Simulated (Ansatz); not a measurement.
# PbSe (Clausthalite) (Fm-3m) in Ansatz: a series of runs

One crystal, PbSe (Clausthalite), is run at these levels: rPW86-PBE; tasks: single point, equation of state.

All numbers are computed with Ansatz 0.2.0; they aren't measurements. Logs are shortened: lines on timing, memory, paths and dates and some standing lists are left out, and cuts for length are marked.

### Step 1. Starting point

The structure is cubic, space group Fm-3m (No. 225). The conventional cell has a = 6.121 Å, b = 6.121 Å, c = 6.121 Å, α = 90.00°, β = 90.00°, γ = 90.00°. Pb (site symmetry m-3m) has 6 Se at 3.06 Å as nearest neighbours. Se (site symmetry m-3m) is surrounded by 6 Pb at 3.06 Å.

### Step 2. Single point, rPW86-PBE, 26.95 Å³/atom (volume scaled by 0.94)

Input file input.yaml:

```yaml
crystal:
  lattice:
    - [0.0, 2.9981702236, 2.9981702236]
    - [2.9981702236, 0.0, 2.9981702236]
    - [2.9981702236, 2.9981702236, 0.0]
  atoms:
    - { symbol: Pb, position: [0.0, 0.0, 0.0] }
    - { symbol: Se, position: [0.5, 0.5, 0.5] }
hamiltonian:
  xc: { exchange: rpw86, correlation: pbe }
  pseudopotentials: { kind: paw }
kpoints:
  mp_grid: { grid: [8, 8, 8] }
scf:
  occupations: { method: fermi_dirac, width: 0.05 }
output:
  forces: true
  stress: true
  eigenvalues: true
```

Potentials or basis: Ansatz PAW.

Launch:

```console
> ansatz run input.yaml --threads 2 --pin off --max-ram 5120MiB --backend cpu --events-out ev --progress --plain --runs-dir out
```

Log:

```text
Warning: RAYON_NUM_THREADS=2 ignored (pool sized by the plan → 2); use --threads N
Engine: ansatz 0.2.0, aarch64-unknown-linux-gnu
Pseudopotentials: kind: paw
Pseudopotential: Pb, paw, valence charge 14, recommended cutoff 420 eV (normal), Pb.paw.azcp
Pseudopotential: Se, paw, valence charge 16, recommended cutoff 420 eV (normal), Se.paw.azcp
Functional definition: unnamed
  exchange = rpw86_x
  correlation = pbe_c
Crystal: 2 atoms, lattice volume = 53.901 Å³
Basis set: ecut = 420 eV, 1067 PW (Γ), exchange–correlation on 60×60×60 points (8 copies of the dense FFT grid, shifted against one another)
Bands: 19, of which v1, the nominal top of the filled ones, is band 15 counted from 1 (14 counted from 0)
Symmetry: 48 space group operations
Space group: Fm-3m (ITA 225), of the structure as read, at distance tolerance 3.8e-5 Å
k-points: 29 of 512
Non-local potential: Pb, projectors of the file, l = 0: 2, l = 1: 2, l = 2: 2, l = 3: 2
Non-local potential: Se, projectors of the file, l = 0: 2, l = 1: 2, l = 2: 3, l = 3: 1
PAW form: soft (Blöchl's): semilocal exchange-correlation on the pseudo side does not see the compensation charge
PAW frozen core: Pb, regenerated for the run's functional, and the local potential with it (the file was generated under x = pbe(κ = 0.804, μ = 0.2195149727645171), c = pbe(β = 0.06672455060314922))
PAW frozen core: Se, regenerated for the run's functional, and the local potential with it (the file was generated under x = pbe(κ = 0.804, μ = 0.2195149727645171), c = pbe(β = 0.06672455060314922))
PAW one-centre angular grid: Pb, 590 points (default); XC on 96 Gauss nodes
PAW one-centre angular grid: Se, 590 points (default); XC on 64 Gauss nodes
Initial density: superposition of atomic densities (neutral atoms: chi_scale 0, normalization atom), corrected by the library's trained network
Initial wavefunctions: pseudopotential atomic-orbital guess
Functional: x = rpw86, c = pbe(β = 0.06672455060314922)
SCF iter   1: F=—  HF=-17494.053160 eV  |F-HF|=—  |Δ(HF+E_count)|=         —  Δρ=5.93e-3  dr2=1.81e-2  ethr=1.77e-3  ⟨swp⟩=5.9  Hψ=2849  notcnv=0
preconditioner: auto → none  [insulator: Δε(μ)=0.111 eV  Ē_g=15.494 eV  σ=0.050 eV  W_gap=0.50  n_scr=14 (ndim 8)  ℏωp=22.6 eV  f_vac=0.015  D(μ)=0.12/eV (n_scr^D=0)  ε∞_Penn≈3.1]
SCF iter   2: F=—  HF=-17494.045735 eV  |F-HF|=—  |Δ(HF+E_count)|=   7.42e-3  Δρ=1.23e-3  dr2=1.54e-3  ethr=6.04e-5  ⟨swp⟩=2.1  Hψ=1199  notcnv=0
SCF iter   3: F=—  HF=-17494.045004 eV  |F-HF|=—  |Δ(HF+E_count)|=   7.31e-4  Δρ=7.68e-4  dr2=2.39e-4  ethr=5.14e-6  ⟨swp⟩=2.0  Hψ=1015  notcnv=0
SCF iter   4: F=—  HF=-17494.044920 eV  |F-HF|=—  |Δ(HF+E_count)|=   8.45e-5  Δρ=3.12e-4  dr2=3.09e-5  ethr=7.97e-7  ⟨swp⟩=2.0  Hψ=685  notcnv=0
SCF iter   5: F=—  HF=-17494.044909 eV  |F-HF|=—  |Δ(HF+E_count)|=   1.04e-5  Δρ=6.67e-5  dr2=1.36e-6  ethr=1.03e-7  ⟨swp⟩=2.0  Hψ=904  notcnv=0
SCF iter   6: F=-17494.044909 eV  HF=-17494.044909 eV  |F-HF|=1.74e-8  |Δ(HF+E_count)|=   4.28e-7  Δρ=7.27e-6  dr2=1.48e-8  ethr=3.33e-10  ⟨swp⟩=3.3  Hψ=2488  notcnv=0
SCF 1 converged in 6 iterations: F = -17494.044909 eV  dr2 = 1.48e-8
SCF converged after 6 iterations
Free energy (F): -17494.044909 eV
Harris-Foulkes:  -17494.044909 eV  (|F-HF|=1.74e-8)
Internal energy: -17494.043926 eV  (E = F + TS)
E sigma→0 (E₀):  -17494.044418 eV
Entropy (-TS):   -0.000982 eV (-0.491 meV/atom)
Fermi energy:    10.311297 eV
--- Per-component energies (eV) ---
  E_band       = -394.617216
  E_kinetic    = 409.849975
  E_local      = -3419.766975  (includes V_loc(G=0)·N_el)
  E_nonlocal   = -255.028192
  E_hartree    = 1606.167619
  E_xc         = -330.382434
  E_vxc        = -232.841906  (∫ρ·V_xc dr)
  E_paw        = -12429.753651  (= ΣΔE_a)
  E_vpaw       = -109.166043  (= ΣTr[D̂ρ^β])
  E_aug_tail   = -0.000610  (compensation charges beyond the density's cutoff)
  E_ewald      = -3074.469137
  E_core_change = -0.660521  (= ΣΔE_core)
  E_smearing   = -0.000982  (= −TS)
  E_closure    = -0.000000  (closes the sum)
  Σ components = -17494.044909   (vs F -17494.044909, Δ=0.00e0)
--- Forces (eV/Å), atoms counted from 1 ---
  atom   1  Pb    -0.00000000     0.00000000     0.00000000
  atom   2  Se     0.00000000    -0.00000000     0.00000000
  max |Σ_I F_I| component: 1.31e-29 eV/Å
--- Stress (GPa, compression-positive) ---
       10.017487       0.000000       0.000000
        0.000000      10.017487      -0.000000
       -0.000000      -0.000000      10.017487
  P = ⅓ Tr σ = 10.0175 GPa (100.175 kbar)
--- Band table (eV; the first three rows and the last of 29) ---
  k-point 0: bands = ["-37.0803", "-37.0803", "-37.0770", "-37.0770", "-37.0770", "-6.7436", "-6.7436", "-6.7414", "-6.7414", "-6.7414", "-3.9777", "3.9217", "8.0403", "8.0403", "8.0403", "14.9687", "14.9687", "14.9687", "16.7074"]
  k-point 1: bands = ["-37.0803", "-37.0803", "-37.0770", "-37.0770", "-37.0770", "-6.7481", "-6.7481", "-6.7408", "-6.7355", "-6.7355", "-3.8477", "3.4414", "8.0880", "8.0880", "8.3925", "13.8729", "14.2412", "14.2412", "16.5411"]
  k-point 2: bands = ["-37.0803", "-37.0803", "-37.0770", "-37.0770", "-37.0770", "-6.7597", "-6.7597", "-6.7398", "-6.7209", "-6.7209", "-3.4883", "2.4239", "8.2263", "8.2263", "9.0572", "12.3443", "13.0446", "13.0446", "16.7650"]
  k-point 28: bands = ["-37.0803", "-37.0802", "-37.0769", "-37.0769", "-37.0768", "-6.8744", "-6.7457", "-6.7261", "-6.7261", "-6.6844", "-2.2877", "1.9091", "5.5319", "5.5319", "9.3010", "12.0083", "15.2004", "15.2004", "18.0927"]
```

Run time: 1.1 s. Hardware: 2 threads of Arm Neoverse V1, shared host; peak memory 0.33 GiB.

What came out:

```yaml
Free_energy: -17494.0449 eV
Pressure: 10.0 GPa
Band_gap_on_the_k_mesh: 0.07 eV, direct
```

Caveat: spin-orbit coupling is left out, which as a rule narrows the gap of such compounds by several tenths of an eV; the PAW data sets come from PBE, with cores solved anew for the run's functional, which leaves a small shift of forces and pressure.

### Step 3. Single point, rPW86-PBE, 27.52 Å³/atom (volume scaled by 0.96)

input.yaml: that of step 2 with these lines changed.

```diff
@@ -2,5 +2,5 @@
   lattice:
-    - [0.0, 2.9981702236, 2.9981702236]
-    - [2.9981702236, 0.0, 2.9981702236]
-    - [2.9981702236, 2.9981702236, 0.0]
+    - [0.0, 3.0192847941, 3.0192847941]
+    - [3.0192847941, 0.0, 3.0192847941]
+    - [3.0192847941, 3.0192847941, 0.0]
   atoms:
@@ -19 +19,5 @@
   eigenvalues: true
+  write_density: true
+  write_potential: true
+  elf: true
+  volumetric_format: npy
```

Potentials or basis: Ansatz PAW.

Launch:

```console
> ansatz run input.yaml --threads 2 --pin off --max-ram 5120MiB --backend cpu --events-out ev --progress --plain --runs-dir out
```

Run time: 1.4 s. Hardware: 2 threads of Arm Neoverse V1, shared host; peak memory 0.34 GiB.

Results (log left out):

```
Free energy            : -17494.1105 eV
Pressure               : 8.3 GPa
Band gap on the k mesh : 0.15 eV, direct
```

Caveat: spin-orbit coupling is left out, which as a rule narrows the gap of such compounds by several tenths of an eV; the PAW data sets come from PBE, with cores solved anew for the run's functional, which leaves a small shift of forces and pressure.

### Step 4. Single point, rPW86-PBE, 28.10 Å³/atom (volume scaled by 0.98)

Input file input.yaml:

```yaml
crystal:
  lattice:
    - [0.0, 3.0401081059, 3.0401081059]
    - [3.0401081059, 0.0, 3.0401081059]
    - [3.0401081059, 3.0401081059, 0.0]
  atoms:
    - { symbol: Pb, position: [0.0, 0.0, 0.0] }
    - { symbol: Se, position: [0.5, 0.5, 0.5] }
hamiltonian:
  xc: { exchange: rpw86, correlation: pbe }
  pseudopotentials: { kind: paw }
kpoints:
  mp_grid: { grid: [8, 8, 8] }
scf:
  occupations: { method: fermi_dirac, width: 0.05 }
output:
  forces: true
  stress: true
  eigenvalues: true
```

Launch:

```console
> ansatz run input.yaml --threads 2 --pin off --max-ram 5120MiB --backend cpu --events-out ev --progress --plain --runs-dir out
```

It took 1.1 s on 2 threads of Arm Neoverse V1, shared host; peak memory 0.33 GiB.

Results (log left out):

| Item | Value |
| --- | --- |
| Free energy | -17494.1648 eV |
| Pressure | 6.8 GPa |
| Band gap on the k mesh | 0.22 eV, direct |

Caveat: spin-orbit coupling is left out, which as a rule narrows the gap of such compounds by several tenths of an eV; the PAW data sets come from PBE, with cores solved anew for the run's functional, which leaves a small shift of forces and pressure.

### Step 5. Single point, rPW86-PBE, 28.67 Å³/atom

input.yaml: that of step 4 with these lines changed.

```diff
@@ -2,5 +2,5 @@
   lattice:
-    - [0.0, 3.0401081059, 3.0401081059]
-    - [3.0401081059, 0.0, 3.0401081059]
-    - [3.0401081059, 3.0401081059, 0.0]
+    - [0.0, 3.06065, 3.06065]
+    - [3.06065, 0.0, 3.06065]
+    - [3.06065, 3.06065, 0.0]
   atoms:
@@ -19 +19,5 @@
   eigenvalues: true
+  write_density: true
+  write_potential: true
+  elf: true
+  volumetric_format: npy
```

Launch:

```console
> ansatz run input.yaml --threads 2 --pin off --max-ram 5120MiB --backend cpu --events-out ev --progress --plain --runs-dir out
```

Run time: 1.4 s. Hardware: 2 threads of Arm Neoverse V1, shared host; peak memory 0.34 GiB.

The run converged. Its results:

* Free energy: -17494.2086 eV
* Pressure: 5.4 GPa
* Band gap on the k mesh: 0.28 eV, direct

Caveat: spin-orbit coupling is left out, which as a rule narrows the gap of such compounds by several tenths of an eV; the PAW data sets come from PBE, with cores solved anew for the run's functional, which leaves a small shift of forces and pressure.

### Step 6. Single point, rPW86-PBE, 29.24 Å³/atom (volume scaled by 1.02)

input.yaml: that of step 5 with these lines changed.

```diff
@@ -2,5 +2,5 @@
   lattice:
-    - [0.0, 3.06065, 3.06065]
-    - [3.06065, 0.0, 3.06065]
-    - [3.06065, 3.06065, 0.0]
+    - [0.0, 3.080919796, 3.080919796]
+    - [3.080919796, 0.0, 3.080919796]
+    - [3.080919796, 3.080919796, 0.0]
   atoms:
```

Potentials or basis: Ansatz PAW.

Launch:

```console
> ansatz run input.yaml --threads 2 --pin off --max-ram 5120MiB --backend cpu --events-out ev --progress --plain --runs-dir out
```

Run time: 1.4 s. Hardware: 2 threads of Arm Neoverse V1, shared host; peak memory 0.34 GiB.

It converged, with:

| Quantity | Value |
| --- | --- |
| Free energy | -17494.2430 eV |
| Pressure | 4.2 GPa |
| Band gap on the k mesh | 0.34 eV, direct |

Caveat: spin-orbit coupling is left out, which as a rule narrows the gap of such compounds by several tenths of an eV; the PAW data sets come from PBE, with cores solved anew for the run's functional, which leaves a small shift of forces and pressure.

### Step 7. Single point, rPW86-PBE, 29.82 Å³/atom (volume scaled by 1.04)

input.yaml: that of step 6 with these lines changed.

```diff
@@ -2,5 +2,5 @@
   lattice:
-    - [0.0, 3.080919796, 3.080919796]
-    - [3.080919796, 0.0, 3.080919796]
-    - [3.080919796, 3.080919796, 0.0]
+    - [0.0, 3.1009263293, 3.1009263293]
+    - [3.1009263293, 0.0, 3.1009263293]
+    - [3.1009263293, 3.1009263293, 0.0]
   atoms:
```

Launch:

```console
> ansatz run input.yaml --threads 2 --pin off --max-ram 5120MiB --backend cpu --events-out ev --progress --plain --runs-dir out
```

It took 1.4 s on 2 threads of Arm Neoverse V1, shared host; peak memory 0.34 GiB.

The run converged. Its results:

```
Free energy            : -17494.2689 eV
Pressure               : 3.1 GPa
Band gap on the k mesh : 0.39 eV, direct
```

Caveat: spin-orbit coupling is left out, which as a rule narrows the gap of such compounds by several tenths of an eV; the PAW data sets come from PBE, with cores solved anew for the run's functional, which leaves a small shift of forces and pressure.

### Step 8. Single point, rPW86-PBE, 30.39 Å³/atom (volume scaled by 1.06)

input.yaml: that of step 7 with these lines changed.

```diff
@@ -2,5 +2,5 @@
   lattice:
-    - [0.0, 3.1009263293, 3.1009263293]
-    - [3.1009263293, 0.0, 3.1009263293]
-    - [3.1009263293, 3.1009263293, 0.0]
+    - [0.0, 3.1206779849, 3.1206779849]
+    - [3.1206779849, 0.0, 3.1206779849]
+    - [3.1206779849, 3.1206779849, 0.0]
   atoms:
```

Launch:

```console
> ansatz run input.yaml --threads 2 --pin off --max-ram 5120MiB --backend cpu --events-out ev --progress --plain --runs-dir out
```

It took 1.6 s on 2 threads of Arm Neoverse V1, shared host; peak memory 0.34 GiB.

The run converged. Its results:

```
Free energy            : -17494.2870 eV
Pressure               : 2.0 GPa
Band gap on the k mesh : 0.44 eV, direct
```

Caveat: spin-orbit coupling is left out, which as a rule narrows the gap of such compounds by several tenths of an eV; the PAW data sets come from PBE, with cores solved anew for the run's functional, which leaves a small shift of forces and pressure.

### Step 9. Equation of state, rPW86-PBE

Potentials or basis: Ansatz PAW.

This step only gathers the single runs of the series.

Results:

```
Equilibrium volume : 31.70 Å³/atom (rough: see the caveat)
Bulk modulus       : 44 GPa (rough)
```

Energy against volume, from the lowest point:
```tsv
volume (Å³/atom)	energy (meV/atom)
26.951	121.04
27.524	88.22
28.097	61.12
28.671	39.20
29.244	22.00
29.818	9.06
30.391	0.00
```

Caveat: the potentials were made for another functional, which shifts forces and pressure; the minimum lies outside the volumes run.
